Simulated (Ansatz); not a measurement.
# Ansatz 0.2.0, vacancy hop by nudged elastic band: ZrO$_{2}$

Run with:

```bash
ansatz run input.yaml --threads 4 --pin off --max-ram 8192MiB --backend cpu --events-out ev --progress --plain --runs-dir out
```

Input:

```yaml
crystal:
  lattice:
    - [10.20444458, 0.0, 0.0]
    - [0.0, 5.16316388, 0.0]
    - [-0.84308145, 0.0, 5.20213953]
  atoms:
    - { symbol: Zr, position: [0.13377615, 0.0400726, 0.21151998] }
    - { symbol: Zr, position: [0.36085913, 0.53998732, 0.29022873] }
    - { symbol: Zr, position: [0.36029198, 0.9641064, 0.78860328] }
    - { symbol: Zr, position: [0.13603908, 0.46302321, 0.70223914] }
    - { symbol: O, position: [0.03266567, 0.33590497, 0.34704118] }
    - { symbol: O, position: [0.46638163, 0.83591042, 0.15467689] }
    - { symbol: O, position: [0.46406655, 0.67633903, 0.66337107] }
    - { symbol: O, position: [0.22409816, 0.7500211, 0.47910391] }
    - { symbol: O, position: [0.27560051, 0.25863172, 0.02549464] }
    - { symbol: O, position: [0.27477995, 0.24649215, 0.52392201] }
    - { symbol: O, position: [0.22947082, 0.73862716, 0.9745151] }
    - { symbol: Zr, position: [0.63392571, 0.0392343, 0.20458725] }
    - { symbol: Zr, position: [0.86342394, 0.54390211, 0.28871493] }
    - { symbol: Zr, position: [0.86340534, 0.96477546, 0.79435484] }
    - { symbol: Zr, position: [0.63683721, 0.46130238, 0.70895614] }
    - { symbol: O, position: [0.53151006, 0.33323916, 0.34318316] }
    - { symbol: O, position: [0.96550301, 0.83358244, 0.14987] }
    - { symbol: O, position: [0.96327392, 0.66639147, 0.6534448] }
    - { symbol: O, position: [0.53142641, 0.17682007, 0.84556535] }
    - { symbol: O, position: [0.72497276, 0.75643631, 0.47299052] }
    - { symbol: O, position: [0.7728546, 0.256921, 0.02292153] }
    - { symbol: O, position: [0.77299805, 0.24614107, 0.52424062] }
    - { symbol: O, position: [0.72394732, 0.74831853, 0.98556147] }
kpoints:
  mp_grid: { grid: [2, 3, 3] }
magnetization:
  spin_polarized: false
scf:
  occupations: { method: fermi_dirac, width: 0.05 }
hamiltonian:
  pseudopotentials: { kind: paw }
  xc: pbesol
basis:
  ecutwfc: 420
neb:
  images: 3
  relax_end_points: true
  climbing: true
  f_tol: 0.05
  max_iterations: 40
  order_check: false
  final_atoms:
    - { symbol: Zr, position: [0.13377615, 0.0400726, 0.21151998] }
    - { symbol: Zr, position: [0.36085913, 0.53998732, 0.29022873] }
    - { symbol: Zr, position: [0.36029198, 0.9641064, 0.78860328] }
    - { symbol: Zr, position: [0.13603908, 0.46302321, 0.70223914] }
    - { symbol: O, position: [0.03266567, 0.33590497, 0.34704118] }
    - { symbol: O, position: [0.46638163, 0.83591042, 0.15467689] }
    - { symbol: O, position: [0.46406655, 0.67633903, 0.66337107] }
    - { symbol: O, position: [0.22409816, 0.7500211, 0.47910391] }
    - { symbol: O, position: [0.27560051, 0.25863172, 0.02549464] }
    - { symbol: O, position: [0.27477995, 0.24649215, 0.52392201] }
    - { symbol: O, position: [0.22947082, 0.73862716, 0.9745151] }
    - { symbol: Zr, position: [0.63392571, 0.0392343, 0.20458725] }
    - { symbol: Zr, position: [0.86342394, 0.54390211, 0.28871493] }
    - { symbol: Zr, position: [0.86340534, 0.96477546, 0.79435484] }
    - { symbol: Zr, position: [0.63683721, 0.46130238, 0.70895614] }
    - { symbol: O, position: [0.53151006, 0.33323916, 0.34318316] }
    - { symbol: O, position: [0.96550301, 0.83358244, 0.14987] }
    - { symbol: O, position: [1.03379306, 0.16668214, 0.84411481] }
    - { symbol: O, position: [0.53142641, 0.17682007, 0.84556535] }
    - { symbol: O, position: [0.72497276, 0.75643631, 0.47299052] }
    - { symbol: O, position: [0.7728546, 0.256921, 0.02292153] }
    - { symbol: O, position: [0.77299805, 0.24614107, 0.52424062] }
    - { symbol: O, position: [0.72394732, 0.74831853, 0.98556147] }
```

Origin of the cell: a database entry, scaled a little.

The cell is 2×1×1 cells of ZrO2 with one O taken out; atom 18 (O) hops into the empty site, 2.82 Å away before the end points are relaxed. All atoms were shaken by about 0.02 Å first.

Output (shortened):

```
Warning: neb: disabling space-group detection — the band's intermediate images generally break the endpoint symmetry, so no spatial operation reduces the k-mesh or symmetrises the density, ex […]
Pseudopotentials: kind: paw
Pseudopotential: Zr, paw, valence charge 12, recommended cutoff 420 eV (normal), Zr.paw.azcp
Pseudopotential: O, paw, valence charge 6, recommended cutoff 420 eV (normal), O.paw.azcp
Functional definition: PBEsol
  exchange = pbesol_x
  correlation = pbesol_c
parallel-image band execution: 2 concurrent image workers
NEB image 0
Crystal: 23 atoms, lattice volume = 274.086 Å³
Basis set: ecut = 420 eV, 5361 PW (Γ), exchange–correlation on 144×72×72 points (8 copies of the dense FFT grid, shifted against one another)
Bands: 116, of which v1, the nominal top of the filled ones, is band 93 counted from 1 (92 counted from 0)
Symmetry: 1 space group operations
k-points: 10 of 18 (time reversal used)
[… 6 lines left out …]
Initial density: superposition of atomic densities (neutral atoms: chi_scale 0, normalization atom), corrected by the library's trained network
Functional: x = pbesol(κ = 0.804, μ = 0.123457), c = pbesol(β = 0.046)
SCF iter   1: F=—  HF=-41481.422574 eV  Δρ=1.70e-2  dr2=6.92e-1  defer=31
SCF iter   2: F=—  HF=-41481.269058 eV  Δρ=4.77e-3  dr2=5.07e-2  defer=123
SCF iter   3: F=—  HF=-41481.260840 eV  Δρ=2.06e-3  dr2=1.04e-2  defer=123
[… 3 lines left out …]
SCF iter   7: F=—  HF=-41481.260420 eV  Δρ=2.39e-5  dr2=1.74e-6  defer=123
SCF iter   8: F=—  HF=-41481.260421 eV  Δρ=8.61e-6  dr2=2.68e-7  defer=123
SCF iter   9: F=-41481.260421 eV  HF=-41481.260421 eV  Δρ=4.83e-6  dr2=6.11e-8
NEB iter   1: max|band force component| = 2.851e1 eV/Å  barrier→ = 6.9810 eV  barrier← = 6.9810 eV  Δτ_max = 0.1958 Å  (55 SCF iters)
NEB iter   2: max|band force component| = 7.667e0 eV/Å  barrier→ = 2.6025 eV  barrier← = 2.6025 eV  Δτ_max = 0.1978 Å  (27 SCF iters)
NEB iter   3: max|band force component| = 3.893e0 eV/Å  barrier→ = 1.8282 eV  barrier← = 1.8282 eV  Δτ_max = 0.1308 Å  (27 SCF iters)
NEB iter   4: max|band force component| = 1.217e0 eV/Å  barrier→ = 1.4772 eV  barrier← = 1.4772 eV  Δτ_max = 0.0876 Å  (25 SCF iters)
NEB iter   5: max|band force component| = 7.385e-1 eV/Å  barrier→ = 1.3740 eV  barrier← = 1.3740 eV  Δτ_max = 0.1346 Å  (24 SCF iters)
NEB iter   6: max|band force component| = 4.033e-1 eV/Å  barrier→ = 1.2975 eV  barrier← = 1.2975 eV  CI = image 2  Δτ_max = 0.1943 Å  (24 SCF iters)
NEB iter   7: max|band force component| = 3.413e-1 eV/Å  barrier→ = 1.3503 eV  barrier← = 1.3503 eV  CI = image 2  Δτ_max = 0.0684 Å  (25 SCF iters)
NEB iter   8: max|band force component| = 4.630e-1 eV/Å  barrier→ = 1.3086 eV  barrier← = 1.3086 eV  CI = image 2  Δτ_max = 0.0342 Å  (23 SCF iters)
NEB iter   9: max|band force component| = 3.702e-1 eV/Å  barrier→ = 1.2983 eV  barrier← = 1.2983 eV  CI = image 2  Δτ_max = 0.0681 Å  (21 SCF iters)
NEB iter  10: max|band force component| = 1.463e-1 eV/Å  barrier→ = 1.2696 eV  barrier← = 1.2696 eV  CI = image 2  Δτ_max = 0.0444 Å  (22 SCF iters)
NEB iter  11: max|band force component| = 9.839e-2 eV/Å  barrier→ = 1.2574 eV  barrier← = 1.2574 eV  CI = image 2  Δτ_max = 0.0171 Å  (22 SCF iters)
NEB iter  12: max|band force component| = 6.666e-2 eV/Å  barrier→ = 1.2538 eV  barrier← = 1.2538 eV  CI = image 2  Δτ_max = 0.0131 Å  (19 SCF iters)
NEB iter  13: max|band force component| = 4.863e-2 eV/Å  barrier→ = 1.2515 eV  barrier← = 1.2516 eV  CI = image 2  Δτ_max = 0.0115 Å  (19 SCF iters)
NEB iter  14: max|band force component| = 4.938e-2 eV/Å  barrier→ = 1.2504 eV  barrier← = 1.2504 eV  CI = image 2  Δτ_max = 0.0000 Å  (7 SCF iters)
--- NEB band (5 images, 14 band iterations, 340 SCF iterations, 92 more in tests of the images' electronic states and relaxations of end points) ---
  forward barrier  = 1.250439 eV
  backward barrier = 1.250444 eV
  lagrangian_above_aufbau_ev (what the smearing adds, to first order; not taken off the barriers): saddle image -0.000066 eV, end points -0.000028 and -0.000029 eV
  climbing image's point = of an order that was not read
  energies are F+E_penalty+E_count in eV, relative to image 0
  image     s (Å)  Δ vs image 0  max|band force component| (eV/Å)
      0    0.0000      0.000000                                 —
      1    0.8796      0.558522                          3.333e-2
  *   2    1.7535      1.250439                          3.290e-2
      3    2.7764      0.710723                          4.938e-2
      4    3.7869     -0.000005                                 —
```

The converged band:

```csv
image,path over all atoms (Å),ΔF (eV),O x,y,z (Å)
0,0.00,0.000,9.29,3.43,3.44
1,0.88,0.559,9.09,3.01,3.97
2,1.75,1.250,9.08,2.40,4.44
3,2.78,0.711,9.38,1.54,4.56
4,3.79,0.000,9.84,0.85,4.36
```

Highest image (2), forces in eV/Å:

```xyz
23
Lattice="10.204 0.000 0.000 0.000 5.163 0.000 -0.843 0.000 5.202" Properties=species:S:1:pos:R:3:forces:R:3 pbc="T T T" image=2
Zr    1.206    0.150    1.322   -0.003    0.024    0.004
Zr    3.405    2.749    1.571    0.015   -0.011   -0.008
Zr    3.000    4.922    4.190   -0.001   -0.005    0.014
Zr    0.729    2.374    3.827    0.014    0.015    0.032
O     0.128    1.916    1.875    0.008   -0.013   -0.031
O     4.671    4.233    0.822   -0.012   -0.006   -0.007
O     4.249    3.468    3.387    0.002    0.004   -0.003
O     1.894    3.843    2.638    0.002   -0.007    0.009
O     2.621    1.276    0.189   -0.002   -0.001   -0.001
O     2.407    1.227    2.805   -0.008    0.003    0.006
O     1.458    3.812    5.269   -0.004   -0.006   -0.014
Zr    6.372    0.155    1.002    0.012    0.012    0.005
Zr    8.686    2.732    1.107   -0.032   -0.004    0.033
Zr    8.142    5.062    3.968    0.009   -0.002   -0.015
Zr    5.940    2.347    3.543    0.009   -0.006   -0.012
O     5.157    1.671    1.731   -0.014    0.002    0.005
O     9.630    4.577    0.772    0.005    0.008   -0.015
O     9.075    2.404    4.436   -0.006    0.008    0.003
O     4.701    0.880    4.364    0.005    0.003    0.009
O     7.337    3.855    2.397    0.000   -0.003   -0.009
O     7.821    1.273   -0.083    0.004   -0.003    0.001
O     7.528    1.246    2.490    0.000   -0.007   -0.005
O     6.580    3.856    4.907   -0.002   -0.004    0.001
```

Barrier of this path: 1.25 eV forwards, 1.25 eV backwards, after 14 band iterations.

Caveats: no moments, though an odd count or open d shells may carry them; the k mesh is coarse if the cell is a metal; a small cell with a neutral vacancy and no spin, whose shape can make like sites unlike; the cell is held at a rescaled volume, and strain moves barriers; the hop was drawn among near neighbours and need not be the easiest path; few images and a loose tolerance, and neither the top nor the ends were tested for their order.

Time: 7.4 min on 4 threads of Intel(R) Xeon(R) Platinum 8259CL CPU @ 2.50GHz (Skylake/Cascade Lake) (shared host), peak memory 1.7 GiB, from the program's own first density.
